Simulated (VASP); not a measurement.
# VASP 6.6.1 run: CaF2

INCAR

```
NBANDS = 19
LASPH = .TRUE.
METAGGA = R2SCAN
NSW = 0
LWAVE = .FALSE.
IBRION = -1
PREC = Accurate
LCHARG = .FALSE.
EDIFF = 1E-8
NELM = 120
SIGMA = 0.01
ALGO = Normal
LREAL = .FALSE.
ENCUT = 400
ISMEAR = 0
ISIF = 2
```

KPOINTS

```
KPOINTS created by Atomic Simulation Environment
0
Gamma
8 8 8
0 0 0
```

POSCAR

```
Ca F
 1.0000000000000000
     0.0000000000000000    2.7739848333000001    2.7739848333000001
     2.7739848333000001    0.0000000000000000    2.7739848333000001
     2.7739848333000001    2.7739848333000001    0.0000000000000000
 Ca  F
   1   2
Cartesian
  0.0000000000000000  0.0000000000000000  0.0000000000000000
  1.3869924166500001  1.3869924166500001  1.3869924166500001
  4.1609772499500002  4.1609772499500002  4.1609772499500002
```

The recommended PBE PAW datasets give the neutral cell 24 valence electrons.

Command

```
mpirun -np 1 vasp_std
```

OSZICAR

```
N       E                     dE             d eps       ncg     rms          rms(c)
DAV:   1     0.176860192748E+03    0.17686E+03   -0.11658E+04  1102   0.107E+03
DAV:   2    -0.245920492657E+02   -0.20145E+03   -0.19688E+03  1301   0.324E+02
DAV:   3    -0.334242374295E+02   -0.88322E+01   -0.87993E+01  1309   0.717E+01
DAV:   4    -0.337474112802E+02   -0.32317E+00   -0.32201E+00  1679   0.105E+01
DAV:   5    -0.337500676342E+02   -0.26564E-02   -0.26562E-02  1254   0.106E+00    0.689E+00
DAV:   6    -0.259789271701E+02    0.77711E+01   -0.25139E+00  1322   0.140E+01    0.311E+00
DAV:   7    -0.259854293275E+02   -0.65022E-02   -0.98557E-01  1326   0.680E+00    0.206E+00
DAV:   8    -0.260244188881E+02   -0.38990E-01   -0.56286E-01  1156   0.579E+00    0.142E+00
DAV:   9    -0.259828549250E+02    0.41564E-01   -0.20524E-01  1198   0.328E+00    0.986E-02
DAV:  10    -0.259831605497E+02   -0.30562E-03   -0.57357E-03  1276   0.717E-01    0.129E-01
DAV:  11    -0.259830838559E+02    0.76694E-04   -0.21288E-03  1167   0.348E-01    0.409E-02
DAV:  12    -0.259830536267E+02    0.30229E-04   -0.18971E-04  1254   0.108E-01    0.103E-02
DAV:  13    -0.259830516673E+02    0.19593E-05   -0.36476E-06  1237   0.193E-02    0.487E-03
DAV:  14    -0.259830507750E+02    0.89236E-06   -0.15722E-06  1239   0.872E-03    0.550E-04
DAV:  15    -0.259830507618E+02    0.13143E-07   -0.16971E-07  1263   0.304E-03    0.863E-04
DAV:  16    -0.259830507741E+02   -0.12315E-07   -0.87632E-09   724   0.694E-04    0.554E-04
DAV:  17    -0.259830507947E+02   -0.20595E-07   -0.28284E-08  1084   0.113E-03    0.403E-05
DAV:  18    -0.259830507886E+02    0.61141E-08   -0.35114E-10   623   0.163E-04
   1 F= -.25983051E+02 E0= -.25983051E+02  d E =-.496071E-56
```

From OUTCAR

```
k-points           NKPTS =     29   k-points in BZ     NKDIM =     29   number of bands    NBANDS=     19

   NELECT =      24.0000    total number of electrons

   dimension x,y,z NGX =    28 NGY =   28 NGZ =   28
   dimension x,y,z NGXF=    56 NGYF=   56 NGZF=   56

  energy-cutoff  :      400.00
  volume of cell :       42.69
      direct lattice vectors                 reciprocal lattice vectors
     0.000000000  2.773984833  2.773984833    -0.180246119  0.180246119  0.180246119
     2.773984833  0.000000000  2.773984833     0.180246119 -0.180246119  0.180246119
     2.773984833  2.773984833  0.000000000     0.180246119  0.180246119 -0.180246119

 k-points in reciprocal lattice and weights: KPOINTS created by Atomic Simulation Env
   0.00000000  0.00000000  0.00000000       0.002
   0.12500000  0.00000000  0.00000000       0.016
   0.25000000  0.00000000  0.00000000       0.016
   0.37500000  0.00000000  0.00000000       0.016
   0.50000000  0.00000000  0.00000000       0.008
   0.12500000  0.12500000  0.00000000       0.012
   0.25000000  0.12500000  0.00000000       0.047
   0.37500000  0.12500000  0.00000000       0.047
   ...

 E-fermi :  -1.6947

 k-point     1 :       0.0000    0.0000    0.0000
  band No.  band energies     occupation
      1     -39.2689      2.00000
      2     -22.7428      2.00000
      3     -22.0497      2.00000
      4     -19.3292      2.00000
      5     -19.3292      2.00000
      6     -19.3291      2.00000
      7      -3.7510      2.00000
      8      -3.7510      2.00000
      9      -3.7510      2.00000
     10      -2.0547      2.00000
     11      -2.0547      2.00000
     12      -2.0547      2.00000
     13       5.8900      0.00000
     14       8.0311      0.00000
     15       8.0311      0.00000
     16      10.0158      0.00000
     17      10.0159      0.00000
     18      10.0159      0.00000
     19      15.6440      0.00000

 k-point     2 :       0.1250    0.0000    0.0000
  band No.  band energies     occupation
      1     -39.2651      2.00000
      2     -22.7684      2.00000
      3     -22.0954      2.00000
      4     -19.3341      2.00000
      5     -19.3341      2.00000
      6     -19.2797      2.00000
      7      -3.6939      2.00000
      8      -3.6938      2.00000
      9      -3.6486      2.00000
     10      -2.2231      2.00000
     11      -2.1217      2.00000
     12      -2.1217      2.00000
     13       6.2746      0.00000
     14       8.0549      0.00000
     15       8.0549      0.00000
     16       9.8638      0.00000
     17       9.9728      0.00000
     18       9.9728      0.00000
     19      14.9000      0.00000

 k-point     3 :       0.2500    0.0000    0.0000
  band No.  band energies     occupation
      1     -39.2560      2.00000
      2     -22.8037      2.00000
      3     -22.2011      2.00000
      4     -19.3461      2.00000
      5     -19.3461      2.00000
      6     -19.1543      2.00000
      7      -3.5240      2.00000
      8      -3.5240      2.00000
      9      -3.3835      2.00000
     10      -2.5736      2.00000
     11      -2.2915      2.00000
     12      -2.2915      2.00000
     13       7.1680      0.00000
     14       8.1143      0.00000
     15       8.1143      0.00000
     16       9.6247      0.00000
     17       9.8863      0.00000
     18       9.8863      0.00000
     19      13.6154      0.00000

 ...

  Total       -3.2318331     -3.2318331     -3.2318331     -0.0000000     -0.0000000     -0.0000000
  in kB     -121.2878399   -121.2878399   -121.2878399     -0.0000000     -0.0000000     -0.0000000
  external PRESSURE =    -121.2878399 kB  Pullay stress =       0.0000000 kB

 POSITION                                       TOTAL-FORCE (eV/Angst)
 -----------------------------------------------------------------------------------
      0.00000      0.00000      0.00000        -0.000000     -0.000000     -0.000000
      1.38699      1.38699      1.38699        -0.000000     -0.000000     -0.000000
      4.16098      4.16098      4.16098         0.000000      0.000000      0.000000
 -----------------------------------------------------------------------------------
    total drift:                                0.000000      0.000000      0.000000

  FREE ENERGIE OF THE ION-ELECTRON SYSTEM (eV)
  ---------------------------------------------------
  free  energy   TOTEN  =       -25.9830507886 eV

  energy  without entropy=      -25.9830507886  energy(sigma->0) =      -25.98305079
```

It converged. Results: gap between bands v and c on the k mesh 7.69 eV; least direct gap on the k mesh 7.94 eV; pressure -12.1 GPa. Band v is the last that the valence electrons fill when counted band by band, and c is the next.

These settings aren't sound, so the numbers aren't properties of the crystal.

On sound settings r²SCAN gives a gap of 7.67 eV on its mesh and a pressure of -4.2 GPa for the intended cell.

The run took about 81 s on one core of a shared host (Intel Xeon Platinum 8488C) and held 0.17 GiB at most.
